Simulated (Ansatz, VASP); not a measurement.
Na in VASP and in Ansatz

Contents of INCAR:

```
ALGO = Normal ; EDIFF = 1E-6
ENCUT = 520 ; ISIF = 2
ISMEAR = 0 ; LASPH = T
LCHARG = T ; LELF = T
LREAL = F ; LVHAR = T
LWAVE = F ; NBANDS = 10
NELM = 60 ; PREC = Accurate
SIGMA = 0.15
```

File KPOINTS:

```
k-points
0
Gamma
  16 16 16
```

Contents of POSCAR:

```
Na
1.0
   -2.0539750000      2.0539750000      2.0539750000
    2.0539750000     -2.0539750000      2.0539750000
    2.0539750000      2.0539750000     -2.0539750000
Na
1
Direct
    0.0000000000      0.0000000000      0.0000000000
```

Input for Ansatz:

```yaml
crystal:
  lattice:
    - [-2.053975, 2.053975, 2.053975]
    - [2.053975, -2.053975, 2.053975]
    - [2.053975, 2.053975, -2.053975]
  atoms:
    - { symbol: Na, position: [0.0, 0.0, 0.0] }
basis:
  ecutwfc: 420
kpoints:
  mp_grid: { grid: [16, 16, 16] }
hamiltonian:
  xc: lda
scf:
  occupations: { method: gaussian, width: 0.15 }
output:
  forces: true
  stress: true
  eigenvalues: true
```

Change from the starting cell: strain -0.030 along x and y, -0.030 along z, atoms carried along.

Alike in both runs: task single point; functional LDA; k mesh 16 × 16 × 16; occupations gaussian, width 0.15 eV; no spin polarisation.

```csv
,VASP,Ansatz
version,VASP 6.6.1,Ansatz 0.2.0
potentials or method,"VASP PAW LDA potentials, release 64 (Na_pv)","scalar-relativistic, plane waves, PAW"
plane-wave cutoff (eV),520,420
valence electrons in the cell,7,9
```

|  | VASP | Ansatz | Ansatz less VASP |
| --- | --- | --- | --- |
| gap on the k mesh at the Fermi level (eV) | none | none | - |
| pressure (GPa) | -0.4 | -0.3 | +0.03 |

A gap of «none» marks a metal or a gap that the smearing closes. The two sets of potentials don't hold the same shells in valence.
